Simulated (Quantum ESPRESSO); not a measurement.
# CdSe (F-43m) in Quantum ESPRESSO: notebook

Runs on CdSe. Level: r2SCAN. Tasks: single point, equation of state.

Program: Quantum ESPRESSO 7.5. These are calculated values, not measurements. Logs are shortened: lines on timing, memory, paths and dates and some standing lists are left out, and cuts for length are marked.

## (1) The crystal as given

The structure is cubic, space group F-43m (No. 216). Conventional cell: a = 6.141 Å, b = 6.141 Å, c = 6.141 Å, α = 90.00°, β = 90.00°, γ = 90.00°. Around Cd (site symmetry -43m) lie 4 Se at 2.66 Å. Around Se (site symmetry -43m) lie 4 Cd at 2.66 Å.

Measurements of this composition are mostly on another form, of space group No. 186.

## (2) Single point, r2SCAN, 27.21 Å³/atom

pw.in reads:

```
&CONTROL
  calculation = 'scf'
  prefix = 'pwscf'
  outdir = './tmp'
  pseudo_dir = './pseudo'
  tstress = .true.
  disk_io = 'nowf'
/
&SYSTEM
  ibrav = 0
  nat = 2
  ntyp = 2
  ecutwfc = 70
  nbnd = 20
  input_dft = 'r2scan'
  occupations = 'smearing'
  smearing = 'fd'
  degauss = 0.00367493
  nosym = .true.
  nr1 = 48
  nr2 = 48
  nr3 = 48
/
&ELECTRONS
  conv_thr = 1d-08
  electron_maxstep = 120
  mixing_beta = 0.5
/
ATOMIC_SPECIES
Cd   112.4140 Cd_ONCV_PBE-1.2.upf
Se    78.9710 Se_ONCV_PBE-1.2.upf
CELL_PARAMETERS angstrom
   0.0000000000    3.0075950161    3.0075950161
   3.0075950161    0.0000000000    3.0075950161
   3.0075950161    3.0075950161    0.0000000000
ATOMIC_POSITIONS crystal
Cd     0.0000000000    0.0000000000    0.0000000000
Se     0.2500000000    0.2500000000    0.2500000000
K_POINTS automatic
6 6 6 0 0 0
```

Potentials or basis: SG15 PBE 1.2.

Launch:

```bash
> OMP_NUM_THREADS=1 mpirun -n 2 pw.x -nk 2 -in pw.in > pw.out
```

pw.out:

```text
This program is part of the open-source Quantum ESPRESSO suite
     for quantum simulation of materials; please cite
         "P. Giannozzi et al., J. Phys.:Condens. Matter 21 395502 (2009);
         "P. Giannozzi et al., J. Phys.:Condens. Matter 29 465901 (2017);
         "P. Giannozzi et al., J. Chem. Phys. 152 154105 (2020);
     in publications or presentations arising from this work. More details at

     IMPORTANT: XC functional enforced from input :
     Exchange-correlation= R2SCAN
                           (   0   0   0   0   0 497 498)
     Any further DFT definition will be discarded
     Please, verify this is what you really want

     K-points division:     npool     =       2
     Subspace diagonalization in iterative solution of the eigenvalue problem:
     a serial algorithm will be used

     G-vector sticks info
     --------------------
     sticks:   dense  smooth     PW     G-vecs:    dense   smooth      PW
     Sum        1261    1261    367                29123    29123    4693

     Using Slab Decomposition

     bravais-lattice index     =            0
     lattice parameter (alat)  =       8.0377  a.u.
     unit-cell volume          =     367.1848 (a.u.)^3
     number of atoms/cell      =            2
     number of atomic types    =            2
     number of electrons       =        26.00
     number of Kohn-Sham states=           20
     kinetic-energy cutoff     =      70.0000  Ry
     charge density cutoff     =     280.0000  Ry
     scf convergence threshold =      1.0E-08
     mixing beta               =       0.5000
     number of iterations used =            8  plain     mixing
     Exchange-correlation= R2SCAN
                           (   0   0   0   0   0 497 498)

     celldm(1)=   8.037726  celldm(2)=   0.000000  celldm(3)=   0.000000
     celldm(4)=   0.000000  celldm(5)=   0.000000  celldm(6)=   0.000000

     crystal axes: (cart. coord. in units of alat)
               a(1) = (   0.000000   0.707107   0.707107 )
               a(2) = (   0.707107   0.000000   0.707107 )
               a(3) = (   0.707107   0.707107   0.000000 )

     reciprocal axes: (cart. coord. in units 2 pi/alat)
               b(1) = ( -0.707107  0.707107  0.707107 )
               b(2) = (  0.707107 -0.707107  0.707107 )
               b(3) = (  0.707107  0.707107 -0.707107 )

     PseudoPot. # 1 for Cd read from file:
     Cd_ONCV_PBE-1.2.upf
     Pseudo is Norm-conserving, Zval = 20.0
     Generated using ONCVPSP code by D. R. Hamann
     Using radial grid of  602 points,  6 beta functions with:
                l(1) =   0
                l(2) =   0
                l(3) =   1
                l(4) =   1
                l(5) =   2
                l(6) =   2

     PseudoPot. # 2 for Se read from file:
     Se_ONCV_PBE-1.2.upf
     Pseudo is Norm-conserving, Zval =  6.0
     Generated using ONCVPSP code by D. R. Hamann
     Using radial grid of  602 points,  6 beta functions with:
                l(1) =   0
                l(2) =   0
                l(3) =   1
                l(4) =   1
                l(5) =   2
                l(6) =   2

     atomic species   valence    mass     pseudopotential
     Cd               20.00   112.41400     Cd( 1.00)
     Se                6.00    78.97100     Se( 1.00)

     No symmetry found

   Cartesian axes

     site n.     atom                  positions (alat units)
         1        Cd     tau(   1) = (   0.0000000   0.0000000   0.0000000  )
         2        Se     tau(   2) = (   0.3535534   0.3535534   0.3535534  )

     number of k points=   112  Fermi-Dirac smearing, width (Ry)=  0.0037

     Number of k-points >= 100: set verbosity='high' to print them.

     Dense  grid:    29123 G-vectors     FFT dimensions: (  48,  48,  48)

     WARNING: libxc functional with ID  497 depends
      on external parameters: check the user_guide of
      QE if you need to modify them or to check their
      default values.

     WARNING: libxc functional with ID  498 depends
      on external parameters: check the user_guide of
      QE if you need to modify them or to check their
      default values.

     Initial potential from superposition of free atoms

     starting charge      25.9476, renormalised to      26.0000
     Starting wfcs are random

     Self-consistent Calculation

     iteration #  1     ecut=    70.00 Ry     beta= 0.50
     Davidson diagonalization with overlap
     ethr =  1.00E-02,  avg # of iterations =  8.7

     total energy              =    -329.78240811 Ry
     estimated scf accuracy    <      16.89267154 Ry

     iteration #  2     ecut=    70.00 Ry     beta= 0.50
     Davidson diagonalization with overlap
     ethr =  1.00E-02,  avg # of iterations =  1.0

     total energy              =    -329.86387966 Ry
     estimated scf accuracy    <       3.45439139 Ry

     iteration #  3     ecut=    70.00 Ry     beta= 0.50
     Davidson diagonalization with overlap
     ethr =  1.00E-02,  avg # of iterations =  1.0

     total energy              =    -329.87166647 Ry
     estimated scf accuracy    <       0.08579088 Ry

     iteration #  4     ecut=    70.00 Ry     beta= 0.50
     Davidson diagonalization with overlap
     ethr =  3.30E-04,  avg # of iterations =  2.2

     total energy              =    -329.87228112 Ry
     estimated scf accuracy    <       0.00048102 Ry

     iteration #  5     ecut=    70.00 Ry     beta= 0.50
     Davidson diagonalization with overlap
     ethr =  1.85E-06,  avg # of iterations =  6.3

     total energy              =    -329.87233808 Ry
     estimated scf accuracy    <       0.00005743 Ry

     iteration #  6     ecut=    70.00 Ry     beta= 0.50
     Davidson diagonalization with overlap
     ethr =  2.21E-07,  avg # of iterations =  1.0

     total energy              =    -329.87233993 Ry
     estimated scf accuracy    <       0.00001992 Ry

     iteration #  7     ecut=    70.00 Ry     beta= 0.50
     Davidson diagonalization with overlap
     ethr =  7.66E-08,  avg # of iterations =  1.0

     total energy              =    -329.87234016 Ry
     estimated scf accuracy    <       0.00000203 Ry

     iteration #  8     ecut=    70.00 Ry     beta= 0.50
     Davidson diagonalization with overlap
     ethr =  7.80E-09,  avg # of iterations =  1.0

     total energy              =    -329.87234022 Ry
     estimated scf accuracy    <       0.00000002 Ry

     iteration #  9     ecut=    70.00 Ry     beta= 0.50
     Davidson diagonalization with overlap
     ethr =  6.07E-11,  avg # of iterations =  2.0

     End of self-consistent calculation

     Number of k-points >= 100: set verbosity='high' to print the bands.

     the Fermi energy is     7.9398 ev

!    total energy              =    -329.87234022 Ry
     estimated scf accuracy    <          5.4E-09 Ry
     smearing contrib. (-TS)   =      -0.00000008 Ry
     internal energy E=F+TS    =    -329.87234014 Ry

     The total energy is F=E-TS. E is the sum of the following terms:
     one-electron contribution =    -215.54969771 Ry
     hartree contribution      =     110.45567924 Ry
     xc contribution           =     -31.98755959 Ry
     ewald contribution        =    -192.79076208 Ry

     convergence has been achieved in   9 iterations

     Computing stress (Cartesian axis) and pressure

          total   stress  (Ry/bohr**3)                   (kbar)     P=       36.07
   0.00024519   0.00000000   0.00000000           36.07        0.00        0.00
   0.00000000   0.00024520  -0.00000000            0.00       36.07       -0.00
   0.00000000  -0.00000000   0.00024520            0.00       -0.00       36.07

=------------------------------------------------------------------------------=
   JOB DONE.
=------------------------------------------------------------------------------=
```

It took 3.9 min on 2 MPI ranks of Arm Neoverse V2, shared host; peak memory 0.32 GiB.

What came out:

| Quantity | Value |
| --- | --- |
| Free energy | -4488.1418 eV |
| Pressure | 3.6 GPa |
| Band gap on the k mesh | 0.97 eV, direct |

Caveat: the potentials were made for another functional, which shifts forces and pressure.

## (3) Single point, r2SCAN, 27.78 Å³/atom

pw.in, as its differences from that of step 2:

```diff
@@ -32,5 +32,5 @@
 CELL_PARAMETERS angstrom
-   0.0000000000    3.0075950161    3.0075950161
-   3.0075950161    0.0000000000    3.0075950161
-   3.0075950161    3.0075950161    0.0000000000
+   0.0000000000    3.0287759606    3.0287759606
+   3.0287759606    0.0000000000    3.0287759606
+   3.0287759606    3.0287759606    0.0000000000
 ATOMIC_POSITIONS crystal
```

Potentials or basis: SG15 PBE 1.2.

Launch:

```bash
> OMP_NUM_THREADS=1 mpirun -n 2 pw.x -nk 2 -in pw.in > pw.out
```

Wall time 4 min (2 MPI ranks of Arm Neoverse V2, shared host); peak memory 0.3 GiB.

It converged, with:

```
Free energy            : -4488.1630 eV
Pressure               : 2.2 GPa
Band gap on the k mesh : 0.93 eV, direct
```

Caveat: the potentials were made for another functional, which shifts forces and pressure.

## (4) Single point, r2SCAN, 28.36 Å³/atom

pw.in, as its differences from that of step 3:

```diff
@@ -32,5 +32,5 @@
 CELL_PARAMETERS angstrom
-   0.0000000000    3.0287759606    3.0287759606
-   3.0287759606    0.0000000000    3.0287759606
-   3.0287759606    3.0287759606    0.0000000000
+   0.0000000000    3.0496647307    3.0496647307
+   3.0496647307    0.0000000000    3.0496647307
+   3.0496647307    3.0496647307    0.0000000000
 ATOMIC_POSITIONS crystal
```

Launch:

```bash
> OMP_NUM_THREADS=1 mpirun -n 2 pw.x -nk 2 -in pw.in > pw.out
```

Run time: 3.9 min. Hardware: 2 MPI ranks of Arm Neoverse V2, shared host; peak memory 0.32 GiB.

Results (log left out):

| Property | Result |
| --- | --- |
| Free energy | -4488.1748 eV |
| Pressure | 1.0 GPa |
| Band gap on the k mesh | 0.88 eV, direct |

Caveat: the potentials were made for another functional, which shifts forces and pressure.

## (5) Single point, r2SCAN, 28.94 Å³/atom

pw.in, as its differences from that of step 4:

```diff
@@ -32,5 +32,5 @@
 CELL_PARAMETERS angstrom
-   0.0000000000    3.0496647307    3.0496647307
-   3.0496647307    0.0000000000    3.0496647307
-   3.0496647307    3.0496647307    0.0000000000
+   0.0000000000    3.0702711986    3.0702711986
+   3.0702711986    0.0000000000    3.0702711986
+   3.0702711986    3.0702711986    0.0000000000
 ATOMIC_POSITIONS crystal
```

Launch:

```bash
> OMP_NUM_THREADS=1 mpirun -n 2 pw.x -nk 2 -in pw.in > pw.out
```

Run time: 4.4 min. Hardware: 2 MPI ranks of Arm Neoverse V2, shared host; peak memory 0.32 GiB.

It converged, with:

* Free energy: -4488.1783 eV
* Pressure: 0.0 GPa
* Band gap on the k mesh: 0.84 eV, direct

Caveat: the potentials were made for another functional, which shifts forces and pressure.

## (6) Single point, r2SCAN, 29.52 Å³/atom

pw.in, as its differences from that of step 5:

```diff
@@ -32,5 +32,5 @@
 CELL_PARAMETERS angstrom
-   0.0000000000    3.0702711986    3.0702711986
-   3.0702711986    0.0000000000    3.0702711986
-   3.0702711986    3.0702711986    0.0000000000
+   0.0000000000    3.0906047130    3.0906047130
+   3.0906047130    0.0000000000    3.0906047130
+   3.0906047130    3.0906047130    0.0000000000
 ATOMIC_POSITIONS crystal
```

Potentials or basis: SG15 PBE 1.2.

Launch:

```bash
> OMP_NUM_THREADS=1 mpirun -n 2 pw.x -nk 2 -in pw.in > pw.out
```

Wall time 4.3 min (2 MPI ranks of Arm Neoverse V2, shared host); peak memory 0.3 GiB.

It converged, with:

```
Free energy            : -4488.1745 eV
Pressure               : -1.0 GPa
Band gap on the k mesh : 0.79 eV, direct
```

Caveat: the potentials were made for another functional, which shifts forces and pressure.

## (7) Single point, r2SCAN, 30.10 Å³/atom

pw.in, as its differences from that of step 6:

```diff
@@ -32,5 +32,5 @@
 CELL_PARAMETERS angstrom
-   0.0000000000    3.0906047130    3.0906047130
-   3.0906047130    0.0000000000    3.0906047130
-   3.0906047130    3.0906047130    0.0000000000
+   0.0000000000    3.1106741371    3.1106741371
+   3.1106741371    0.0000000000    3.1106741371
+   3.1106741371    3.1106741371    0.0000000000
 ATOMIC_POSITIONS crystal
```

Launch:

```bash
> OMP_NUM_THREADS=1 mpirun -n 2 pw.x -nk 2 -in pw.in > pw.out
```

Wall time 4.2 min (2 MPI ranks of Arm Neoverse V2, shared host); peak memory 0.34 GiB.

The run converged. Its results:

```
Free energy            : -4488.1640 eV
Pressure               : -1.9 GPa
Band gap on the k mesh : 0.75 eV, direct
```

Caveat: the potentials were made for another functional, which shifts forces and pressure.

## (8) Single point, r2SCAN, 30.68 Å³/atom

pw.in, as its differences from that of step 7:

```diff
@@ -32,5 +32,5 @@
 CELL_PARAMETERS angstrom
-   0.0000000000    3.1106741371    3.1106741371
-   3.1106741371    0.0000000000    3.1106741371
-   3.1106741371    3.1106741371    0.0000000000
+   0.0000000000    3.1304878824    3.1304878824
+   3.1304878824    0.0000000000    3.1304878824
+   3.1304878824    3.1304878824    0.0000000000
 ATOMIC_POSITIONS crystal
```

Launch:

```bash
> OMP_NUM_THREADS=1 mpirun -n 2 pw.x -nk 2 -in pw.in > pw.out
```

It took 4.1 min on 2 MPI ranks of Arm Neoverse V2, shared host; peak memory 0.34 GiB.

Results (log left out):

| Item | Value |
| --- | --- |
| Free energy | -4488.1476 eV |
| Pressure | -2.7 GPa |
| Band gap on the k mesh | 0.71 eV, direct |

Caveat: the potentials were made for another functional, which shifts forces and pressure.

## (9) Equation of state, r2SCAN

Potentials or basis: SG15 PBE 1.2.

No new run: the results of the series are fitted here.

What came out:

* Equilibrium volume: 28.92 Å³/atom
* Bulk modulus: 51 GPa
* Pressure derivative of the bulk modulus: 4.7

Energy against volume, from the lowest point:
```
volume (Å³/atom)  energy (meV/atom)
          27.206              18.24
          27.784               7.68
          28.363               1.77
          28.942               0.00
          29.521               1.93
          30.100               7.17
          30.679              15.36
```

Caveat: the potentials were made for another functional, which shifts forces and pressure.
